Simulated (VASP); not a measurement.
# Al (Fm-3m) in VASP: a series of runs

The runs below take Al through single point, with PBE.

Everything below comes from runs of VASP 6.6.1. Logs are shortened: lines on timing, memory, paths and dates and some standing lists are left out, and cuts for length are marked.

### Step 1. Starting point

It takes space group Fm-3m (No. 225, cubic). Conventional cell: a = 4.050 Å, b = 4.050 Å, c = 4.050 Å, α = 90.00°, β = 90.00°, γ = 90.00°. Al (site symmetry m-3m) has 12 Al at 2.86 Å as nearest neighbours.

### Step 2. Single point, PBE

INCAR

```
SYSTEM = Al
PREC = Accurate
ENCUT = 400
EDIFF = 1E-7
ISMEAR = -1
SIGMA = 0.1
LREAL = .False.
LASPH = .True.
NELM = 100
ALGO = Normal
ISIF = 2
LWAVE = .False.
LCHARG = .False.
GGA = PE
NBANDS = 8
ADDGRID = .False.
```

KPOINTS

```
regular mesh
0
Gamma
  15 15 15
  0 0 0
```

POSCAR

```
Al
1.0
   -0.0142710000      2.0302060000      1.9470980000
    2.0319350000     -0.0386130000      1.9714400000
    2.0296090000      2.0522230000     -0.0362870000
Al
1
Direct
    0.0259050000     -0.0062880000     -0.0081470000
```

Potentials or basis: VASP PAW PBE potentials, release 64 (Al).

Started as:

```bash
cat potpaw_PBE.64/Al/POTCAR > POTCAR
mpirun -np 1 vasp_std > vasp.out
```

OUTCAR:

```text
SYSTEM = Al
   PREC = Accurate
   ENCUT = 400
   EDIFF = 1E-7
   ISMEAR = -1
   LREAL = .False.
   LASPH = .True.
   NELM = 100
   ISIF = 2
   GGA = PE

 Found   1688 irreducible k-points:

 Following reciprocal coordinates:
            Coordinates               Weight
  0.000000  0.000000  0.000000      1.000000
  0.066667  0.000000  0.000000      2.000000
  0.133333 -0.000000 -0.000000      2.000000
  0.200000  0.000000 -0.000000      2.000000
  0.266667 -0.000000 -0.000000      2.000000
  0.333333  0.000000 -0.000000      2.000000
   k-points           NKPTS =   1688   k-points in BZ     NKDIM =   1688   number of bands    NBANDS=      8
   number of dos      NEDOS =    301   number of ions     NIONS =      1
   total plane-waves  NPLWV =   6480
   dimension x,y,z NGX =    18 NGY =   18 NGZ =   20
   dimension x,y,z NGXF=    36 NGYF=   36 NGZF=   40
   ions per type =               1
   NGX,Y,Z   is equivalent  to a cutoff of  10.64, 10.57, 11.52 a.u.
   NGXF,Y,Z  is equivalent  to a cutoff of  21.28, 21.14, 23.04 a.u.
 SYSTEM =  Al
   PREC   = accura    normal or accurate (medium, high low for compatibility)
   ISTART =      0    job   : 0-new  1-cont  2-samecut
   ICHARG =      2    charge: 1-file 2-atom 10-const
   ISPIN  =      1    spin polarized calculation?
   LNONCOLLINEAR =      F non collinear calculations
   LSORBIT =      F    spin-orbit coupling
   LASPH  =      T    aspherical Exc in radial PAW
   ENCUT  =  400.0 eV  29.40 Ry    5.42 a.u.   4.59  4.62  4.71*2*pi/ulx,y,z
   NELM   =    100;   NELMIN=  2; NELMDL= -5     # of ELM steps
   EDIFF  = 0.1E-06   stopping-criterion for ELM
   LREAL  =      F    real-space projection
   EDIFFG = 0.1E-05   stopping-criterion for IOM
   NSW    =      0    number of steps for IOM
   IBRION =     -1    ionic relax: 0-MD 1-quasi-New 2-CG
   NFREE  =      0    steps in history (QN), initial steepest desc. (CG)
   ISIF   =      2    stress and relaxation
   ISYM   =      2    0-nonsym 1-usesym 2-fastsym
   POTIM  = 0.5000    time-step for ionic-motion
   TEBEG  =    0.0;   TEEND  =   0.0 temperature during run
   PSTRESS=    0.0 pullay stress
   NELECT =       3.0000    total number of electrons
   NUPDOWN=      -1.0000    fix difference up-down
   EMIN   =  10.00;   EMAX   =-10.00  energy-range for DOS
   EFERMI =   0.00;   METHOD = LEGACY
   ISMEAR =    -1;   SIGMA  =   0.10  broadening in eV -4-tet -1-fermi 0-gaus
   EFERMI_NEDOS =   21; number of points for ismear=-14 and -15
   IALGO  =     38    algorithm
   IMIX   =      4    mixing-type and parameters
     AMIX     =   0.40;   BMIX     =  1.00
     AMIX_MAG =   1.60;   BMIX_MAG =  1.00
  volume/ion in A,a.u.               =      16.60       112.04
  Fermi-wavevector in a.u.,A,eV,Ry     =   0.925526  1.748991 11.654732  0.856599
  Thomas-Fermi vector in A             =   2.051390
   LORBIT       =      0    0 simple, 1 ext, 2 COOP (PROOUT), +10 PAW based schemes
   GGA     = PE    functional components
   LHFCALC =     F    Hartree Fock is set to
   AEXX    =    0.0000 exact exchange contribution
   IVDW    =     0    specifies the selected vdW correction
   LEPSILON=     F    determine dielectric tensor
   LRPA    =     F    only Hartree local field effects (RPA)
 non-spin polarized calculation
  energy-cutoff  :      400.00
  volume of cell :       16.60
 maximum number of plane-waves:       312
   NGX =  9   NGY =  9   NGZ =  9

 number of electron       3.0000000 magnetization

 Free energy of the ion-electron system (eV)
  ---------------------------------------------------
  ext. energy  EPLUGINS =         0.00000000
  ---------------------------------------------------
  free energy    TOTEN  =        -3.74715770 eV

  energy without entropy =       -3.73337539  energy(sigma->0) =       -3.74026655

 E-fermi :   7.9770     XC(G=0): -10.1737

 val. band max:        7.9765790601   @ k =  -0.2667   0.2000   0.1333
 cond. band min:       7.9776094742   @ k =  -0.2667  -0.4667   0.0667
 fundamental gap:      0.0010304141
 Fermi energy:         7.9769957732

 k-point     1 :       0.0000    0.0000    0.0000
  band No.  band energies     occupation
      1      -3.1563      2.00000
      2      20.0472      0.00000
      3      20.4279      0.00000
      4      21.1368      0.00000
      5      21.4467      0.00000
      6      21.8570      0.00000
      7      22.4959      0.00000
      8      24.5328      0.00000

 k-point     2 :       0.0667    0.0000    0.0000
  band No.  band energies     occupation
      1      -3.0346      2.00000
      2      18.7378      0.00000
      3      19.6687      0.00000
      4      20.3635      0.00000
      5      22.0565      0.00000
      6      22.4200      0.00000
      7      23.1394      0.00000
      8      25.7883      0.00000

 k-point     3 :       0.1333   -0.0000   -0.0000
  band No.  band energies     occupation
      1      -2.6700      2.00000
      2      16.0775      0.00000
      3      19.0492      0.00000
      4      19.7233      0.00000
      5      22.5061      0.00000
      6      23.1320      0.00000
      7      23.9398      0.00000
      8      24.8629      0.00000

 k-point     4 :       0.2000    0.0000   -0.0000
  band No.  band energies     occupation
      1      -2.0645      2.00000
      2      13.4256      0.00000
      3      18.5687      0.00000
      4      19.2543      0.00000
      5      22.3045      0.00000
      6      22.8840      0.00000
      7      23.8657      0.00000
      8      25.1408      0.00000

 k-point     5 :       0.2667   -0.0000   -0.0000
  band No.  band energies     occupation
      1      -1.2212      2.00000
      2      10.9066      0.00000
      3      18.2662      0.00000
      4      18.9825      0.00000
      5      21.6730      0.00000
      6      22.1730      0.00000
      7      22.7517      0.00000
      8      26.4132      0.00000

 k-point     6 :       0.3333    0.0000   -0.0000
  band No.  band energies     occupation
      1      -0.1441      2.00000
      2       8.5591      0.00591
      3      18.1542      0.00000
      4      18.9131      0.00000
      5      20.6083      0.00000
      6      21.6375      0.00000
      7      22.1719      0.00000
      8      25.2713      0.00000

 [... further k-points ...]

------------------------ aborting loop because EDIFF is reached ----------------------------------------

  FORCE on cell =-STRESS in cart. coord.  units (eV):
  Direction    XX          YY          ZZ          XY          YZ          ZX
  --------------------------------------------------------------------------------------
  -------------------------------------------------------------------------------------
  Total       -0.1209315     -0.0975123      0.1010511      0.0000671      0.1067548      0.0338118
  in kB      -11.6699903     -9.4100175      9.7515146      0.0064752     10.3019268      3.2628616
  external PRESSURE =      -3.7761644 kB  Pullay stress =       0.0000000 kB

 VOLUME and BASIS-vectors are now :
 -----------------------------------------------------------------------------
  energy-cutoff  :      400.00
  volume of cell :       16.60
      direct lattice vectors                 reciprocal lattice vectors
    -0.014271000  2.030206000  1.947098000    -0.243600396  0.245440565  0.255882689
     2.031935000 -0.038613000  1.971440000     0.245113160 -0.237992671  0.249947439
     2.029609000  2.052223000 -0.036287000     0.245598817  0.239991210 -0.248434673

 POSITION                                       TOTAL-FORCE (eV/Angst)
 -----------------------------------------------------------------------------------
      4.03186      2.04973      1.97349        -0.000000      0.000000     -0.000000
 -----------------------------------------------------------------------------------
    total drift:                               -0.000001     -0.000004     -0.000001

  FREE ENERGIE OF THE ION-ELECTRON SYSTEM (eV)
  ---------------------------------------------------
  free  energy   TOTEN  =        -3.7471577016 eV

  energy  without entropy=       -3.7333753910  energy(sigma->0) =       -3.74026655
```

It took 50 s on 1 thread of Intel Xeon 6975P-C (Granite Rapids), shared host; peak memory 0.22 GiB.

These settings aren't checked as converged: the numbers below hold their error.

What came out:

| Item | Value |
| --- | --- |
| Free energy | -3.7472 eV |
| Pressure | -0.4 GPa |
| Band gap on the k mesh | none (metal or under the smearing width) |

### Step 3. Single point, PBE

Changes to INCAR since step 2:

```diff
@@ -5,3 +5,3 @@
 ISMEAR = -1
-SIGMA = 0.1
+SIGMA = 0.05
 LREAL = .False.
```

KPOINTS is that of step 2.

POSCAR

```
Al
1.0
    0.0000000000      2.0248050000      2.0248050000
    2.0248050000      0.0000000000      2.0248050000
    2.0248050000      2.0248050000      0.0000000000
Al
1
Direct
    0.0000000000      0.0000000000      0.0000000000
```

Potentials or basis: VASP PAW PBE potentials, release 64 (Al).

Started as:

```bash
cat potpaw_PBE.64/Al/POTCAR > POTCAR
mpirun -np 1 vasp_std > vasp.out
```

OUTCAR:

```text
SYSTEM = Al
   PREC = Accurate
   ENCUT = 400
   EDIFF = 1E-7
   ISMEAR = -1
   LREAL = .False.
   LASPH = .True.
   NELM = 100
   ISIF = 2
   GGA = PE

 Found    120 irreducible k-points:

 Following reciprocal coordinates:
            Coordinates               Weight
  0.000000  0.000000  0.000000      1.000000
  0.066667  0.000000  0.000000      8.000000
  0.133333  0.000000  0.000000      8.000000
  0.200000  0.000000  0.000000      8.000000
  0.266667  0.000000  0.000000      8.000000
  0.333333  0.000000  0.000000      8.000000
   k-points           NKPTS =    120   k-points in BZ     NKDIM =    120   number of bands    NBANDS=      8
   number of dos      NEDOS =    301   number of ions     NIONS =      1
   total plane-waves  NPLWV =   8000
   dimension x,y,z NGX =    20 NGY =   20 NGZ =   20
   dimension x,y,z NGXF=    40 NGYF=   40 NGZF=   40
   ions per type =               1
   NGX,Y,Z   is equivalent  to a cutoff of  11.61, 11.61, 11.61 a.u.
   NGXF,Y,Z  is equivalent  to a cutoff of  23.22, 23.22, 23.22 a.u.
 SYSTEM =  Al
   PREC   = accura    normal or accurate (medium, high low for compatibility)
   ISTART =      0    job   : 0-new  1-cont  2-samecut
   ICHARG =      2    charge: 1-file 2-atom 10-const
   ISPIN  =      1    spin polarized calculation?
   LNONCOLLINEAR =      F non collinear calculations
   LSORBIT =      F    spin-orbit coupling
   LASPH  =      T    aspherical Exc in radial PAW
   ENCUT  =  400.0 eV  29.40 Ry    5.42 a.u.   4.67  4.67  4.67*2*pi/ulx,y,z
   NELM   =    100;   NELMIN=  2; NELMDL= -5     # of ELM steps
   EDIFF  = 0.1E-06   stopping-criterion for ELM
   LREAL  =      F    real-space projection
   EDIFFG = 0.1E-05   stopping-criterion for IOM
   NSW    =      0    number of steps for IOM
   IBRION =     -1    ionic relax: 0-MD 1-quasi-New 2-CG
   NFREE  =      0    steps in history (QN), initial steepest desc. (CG)
   ISIF   =      2    stress and relaxation
   ISYM   =      2    0-nonsym 1-usesym 2-fastsym
   POTIM  = 0.5000    time-step for ionic-motion
   TEBEG  =    0.0;   TEEND  =   0.0 temperature during run
   PSTRESS=    0.0 pullay stress
   NELECT =       3.0000    total number of electrons
   NUPDOWN=      -1.0000    fix difference up-down
   EMIN   =  10.00;   EMAX   =-10.00  energy-range for DOS
   EFERMI =   0.00;   METHOD = LEGACY
   ISMEAR =    -1;   SIGMA  =   0.05  broadening in eV -4-tet -1-fermi 0-gaus
   EFERMI_NEDOS =   21; number of points for ismear=-14 and -15
   IALGO  =     38    algorithm
   IMIX   =      4    mixing-type and parameters
     AMIX     =   0.40;   BMIX     =  1.00
     AMIX_MAG =   1.60;   BMIX_MAG =  1.00
  volume/ion in A,a.u.               =      16.60       112.04
  Fermi-wavevector in a.u.,A,eV,Ry     =   0.925526  1.748991 11.654733  0.856599
  Thomas-Fermi vector in A             =   2.051390
   LORBIT       =      0    0 simple, 1 ext, 2 COOP (PROOUT), +10 PAW based schemes
   GGA     = PE    functional components
   LHFCALC =     F    Hartree Fock is set to
   AEXX    =    0.0000 exact exchange contribution
   IVDW    =     0    specifies the selected vdW correction
   LEPSILON=     F    determine dielectric tensor
   LRPA    =     F    only Hartree local field effects (RPA)
 non-spin polarized calculation
  energy-cutoff  :      400.00
  volume of cell :       16.60
 maximum number of plane-waves:       311
   NGX =  9   NGY =  9   NGZ =  9

 number of electron       3.0000000 magnetization

 Free energy of the ion-electron system (eV)
  ---------------------------------------------------
  ext. energy  EPLUGINS =         0.00000000
  ---------------------------------------------------
  free energy    TOTEN  =        -3.74691570 eV

  energy without entropy =       -3.74328679  energy(sigma->0) =       -3.74510124

 E-fermi :   8.0729     XC(G=0): -10.1743

 val. band max:        8.0531462053   @ k =  -0.4667   0.3333   0.0000
 cond. band min:       8.0841789653   @ k =   0.4000   0.1333   0.0000
 fundamental gap:      0.0310327600
 Fermi energy:         8.0728725400

 k-point     1 :       0.0000    0.0000    0.0000
  band No.  band energies     occupation
      1      -3.1560      2.00000
      2      20.5229      0.00000
      3      20.5229      0.00000
      4      20.5229      0.00000
      5      21.9653      0.00000
      6      21.9653      0.00000
      7      21.9653      0.00000
      8      24.3567      0.00000

 k-point     2 :       0.0667    0.0000    0.0000
  band No.  band energies     occupation
      1      -3.0356      2.00000
      2      18.5683      0.00000
      3      20.1020      0.00000
      4      20.1020      0.00000
      5      22.5727      0.00000
      6      22.5727      0.00000
      7      22.6073      0.00000
      8      25.5860      0.00000

 k-point     3 :       0.1333    0.0000    0.0000
  band No.  band energies     occupation
      1      -2.6753      2.00000
      2      15.8859      0.00000
      3      19.4971      0.00000
      4      19.4971      0.00000
      5      22.5668      0.00000
      6      23.6409      0.00000
      7      23.6409      0.00000
      8      25.4096      0.00000

 k-point     4 :       0.2000    0.0000    0.0000
  band No.  band energies     occupation
      1      -2.0767      2.00000
      2      13.2501      0.00000
      3      19.0295      0.00000
      4      19.0295      0.00000
      5      22.3558      0.00000
      6      23.5165      0.00000
      7      23.5165      0.00000
      8      25.6032      0.00000

 k-point     5 :       0.2667    0.0000    0.0000
  band No.  band energies     occupation
      1      -1.2429      2.00000
      2      10.7536      0.00000
      3      18.7468      0.00000
      4      18.7468      0.00000
      5      22.2083      0.00000
      6      22.3406      0.00000
      7      22.3406      0.00000
      8      26.3279      0.00000

 k-point     6 :       0.3333    0.0000    0.0000
  band No.  band energies     occupation
      1      -0.1779      2.00000
      2       8.4293      0.00160
      3      18.6600      0.00000
      4      18.6600      0.00000
      5      21.2468      0.00000
      6      21.2468      0.00000
      7      22.2105      0.00000
      8      25.2018      0.00000

 [... further k-points ...]

------------------------ aborting loop because EDIFF is reached ----------------------------------------

  FORCE on cell =-STRESS in cart. coord.  units (eV):
  Direction    XX          YY          ZZ          XY          YZ          ZX
  --------------------------------------------------------------------------------------
  -------------------------------------------------------------------------------------
  Total       -0.0650704     -0.0650704     -0.0650704      0.0000000      0.0000000     -0.0000000
  in kB       -6.2793476     -6.2793476     -6.2793476      0.0000000      0.0000000     -0.0000000
  external PRESSURE =      -6.2793476 kB  Pullay stress =       0.0000000 kB

 VOLUME and BASIS-vectors are now :
 -----------------------------------------------------------------------------
  energy-cutoff  :      400.00
  volume of cell :       16.60
      direct lattice vectors                 reciprocal lattice vectors
     0.000000000  2.024805000  2.024805000    -0.246937359  0.246937359  0.246937359
     2.024805000  0.000000000  2.024805000     0.246937359 -0.246937359  0.246937359
     2.024805000  2.024805000  0.000000000     0.246937359  0.246937359 -0.246937359

 POSITION                                       TOTAL-FORCE (eV/Angst)
 -----------------------------------------------------------------------------------
      0.00000      0.00000      0.00000         0.000000     -0.000000      0.000000
 -----------------------------------------------------------------------------------
    total drift:                                0.000000      0.000000     -0.000000

  FREE ENERGIE OF THE ION-ELECTRON SYSTEM (eV)
  ---------------------------------------------------
  free  energy   TOTEN  =        -3.7469157032 eV

  energy  without entropy=       -3.7432867866  energy(sigma->0) =       -3.74510124
```

OSZICAR:

```text
N       E                     dE             d eps       ncg     rms          rms(c)
DAV:   1    -0.280234342082E+01   -0.28023E+01   -0.73294E+02  1976   0.157E+02
DAV:   2    -0.376520593898E+01   -0.96286E+00   -0.94875E+00  2744   0.158E+01
DAV:   3    -0.376943826554E+01   -0.42323E-02   -0.42302E-02  2544   0.112E+00
DAV:   4    -0.376944549849E+01   -0.72329E-05   -0.72328E-05  2968   0.390E-02
DAV:   5    -0.376944550509E+01   -0.65977E-08   -0.70118E-08  2544   0.814E-04    0.129E+00
DAV:   6    -0.375643656066E+01    0.13009E-01   -0.16786E-03  2456   0.192E-01    0.752E-01
DAV:   7    -0.374692224025E+01    0.95143E-02   -0.50547E-03  2488   0.311E-01    0.146E-01
DAV:   8    -0.374691766088E+01    0.45794E-05   -0.13640E-05  2744   0.255E-02    0.856E-03
DAV:   9    -0.374691607830E+01    0.15826E-05   -0.87052E-07  2816   0.403E-03    0.664E-04
DAV:  10    -0.374691573809E+01    0.34021E-06   -0.35745E-09  2352   0.406E-04    0.246E-04
DAV:  11    -0.374691570324E+01    0.34849E-07   -0.14854E-10  1400   0.706E-05
   1 F= -.37469157E+01 E0= -.37451012E+01  d E =-.362892E-02
```

stdout:

```text
POSCAR found type information on POSCAR Al
 POSCAR found :  1 types and       1 ions
 scaLAPACK will be used
 LDA part: xc-table for (Slater+PW92), standard interpolation
 POSCAR, INCAR and KPOINTS ok, starting setup
 FFT: planning ... GRIDC
 FFT: planning ... GRID_SOFT
 FFT: planning ... GRID
 WAVECAR not read
 entering main loop
```

Run time: 6.5 s. Hardware: 1 thread of Intel Xeon 6975P-C (Granite Rapids), shared host; peak memory 0.12 GiB.

The run converged, but some of its settings lie outside the range that counts as converged, so its numbers aren't taken as properties of the crystal.

What came out:

```yaml
Free_energy: -3.7469 eV
Pressure: -0.6 GPa
Band_gap_on_the_k_mesh: none (metal or under the smearing width)
```

### Step 4. The reference run

An earlier run on the cell as given: functional PBE; potentials or basis VASP PAW PBE potentials, release 64 (Al); cutoff 520 eV; k mesh 11 × 11 × 11; occupations fermi-dirac, width 0.05 eV; no spin polarisation.

- Pressure: -0.5 GPa
- Band gap on the k mesh: none (metal or under the smearing width)
